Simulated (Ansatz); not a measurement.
**TiCo: shifting one sublattice**

The task, for TiCo: measure how stiffly every Ti atom is held.

Program: Ansatz 0.2.0. Level of theory: DFT PBEsol, scalar-relativistic, plane waves, PAW. These are calculated values, not measurements.

4 further runs of the same task are left out: 1 that didn't finish, 3 set aside as unsound or not needed.

## 1. The structure to begin with

Symmetry: Pm-3m, No. 221, cubic system. Conventional cell: a = 2.939 Å, b = 2.939 Å, c = 2.939 Å, α = 90.00°, β = 90.00°, γ = 90.00°. Ti (site symmetry m-3m) is surrounded by 8 Co at 2.54 Å. Co (site symmetry m-3m) has 8 Ti at 2.54 Å as nearest neighbours.

Coordinates:

```
CELL_PARAMETERS angstrom
2.93851 0.00000 0.00000
0.00000 2.93851 0.00000
0.00000 0.00000 2.93851
ATOMIC_POSITIONS crystal
Ti 0.00000 0.00000 0.00000
Co 0.50000 0.50000 0.50000
```

It goes back to an entry of the Materials Project, which need not be the stable form.

It is the result of an earlier relaxation at this level (volume 12.69 Å³/atom; gap on the mesh: none (metal), site moments up to 0.7 μB).

## 2. The undisturbed cell

input.yaml reads:

```yaml
crystal:
  lattice:
    - [2.9385073288, 0.0, 0.0]
    - [0.0, 2.9385073288, 0.0]
    - [0.0, 0.0, 2.9385073288]
  atoms:
    - { symbol: Ti, position: [0.0, 0.0, 0.0] }
    - { symbol: Co, position: [0.5, 0.5, 0.5], spin: 0.75 }
basis:
  ecutwfc: 420
kpoints:
  mp_grid: { grid: [20, 20, 20] }
hamiltonian:
  xc: pbesol
scf:
  occupations: { method: gaussian, width: 0.15 }
output:
  forces: true
  stress: true
  eigenvalues: true
  populations: true
magnetization:
  spin_polarized: true
```

Launch:

```
$ ansatz run input.yaml --threads 1 --pin off --max-ram 2560MiB --backend cpu --events-out ev --progress --plain --runs-dir out
```

## 3. The scan: shifting one sublattice

Every Ti atom is moved by x along the Cartesian unit vector (-0.577, -0.577, -0.577); the cell and all other atoms stay fixed. Forces below are components along that vector, summed over the moved atoms.

## 4. x = -0.100 Å

Edit input.yaml of step 2 so:

```diff
@@ -6,3 +6,3 @@
   atoms:
-    - { symbol: Ti, position: [0.0, 0.0, 0.0] }
+    - { symbol: Ti, position: [0.0196477396, 0.0196477396, 0.0196477396] }
     - { symbol: Co, position: [0.5, 0.5, 0.5], spin: 0.75 }
```

## 5. x = 0.075 Å

Edit input.yaml of step 4 so:

```diff
@@ -6,3 +6,3 @@
   atoms:
-    - { symbol: Ti, position: [0.0196477396, 0.0196477396, 0.0196477396] }
+    - { symbol: Ti, position: [-0.0147358047, -0.0147358047, -0.0147358047] }
     - { symbol: Co, position: [0.5, 0.5, 0.5], spin: 0.75 }
```

## 6. Point x = -0.050 Å

Edit input.yaml of step 5 so:

```diff
@@ -6,3 +6,3 @@
   atoms:
-    - { symbol: Ti, position: [-0.0147358047, -0.0147358047, -0.0147358047] }
+    - { symbol: Ti, position: [0.0098238698, 0.0098238698, 0.0098238698] }
     - { symbol: Co, position: [0.5, 0.5, 0.5], spin: 0.75 }
```

## 7. x = 0.025 Å

Edit input.yaml of step 6 so:

```diff
@@ -6,3 +6,3 @@
   atoms:
-    - { symbol: Ti, position: [0.0098238698, 0.0098238698, 0.0098238698] }
+    - { symbol: Ti, position: [-0.0049119349, -0.0049119349, -0.0049119349] }
     - { symbol: Co, position: [0.5, 0.5, 0.5], spin: 0.75 }
```

## 8. x = 0.087 Å

Edit input.yaml of step 7 so:

```diff
@@ -6,3 +6,3 @@
   atoms:
-    - { symbol: Ti, position: [-0.0049119349, -0.0049119349, -0.0049119349] }
+    - { symbol: Ti, position: [-0.0171917722, -0.0171917722, -0.0171917722] }
     - { symbol: Co, position: [0.5, 0.5, 0.5], spin: 0.75 }
```

(Steps that only read results are left out.)

Q: Predict the outcome of this session.

**Answer**, as computed:

| quantity | value |
| --- | --- |
| force constant along x, from the points at -0.050, 0 and 0.025 Å | 5.37 eV/Å² |

The restoring force grows by 5.37 eV/Å per Å near the site. The undisturbed cell stays the lowest of the sampled points.
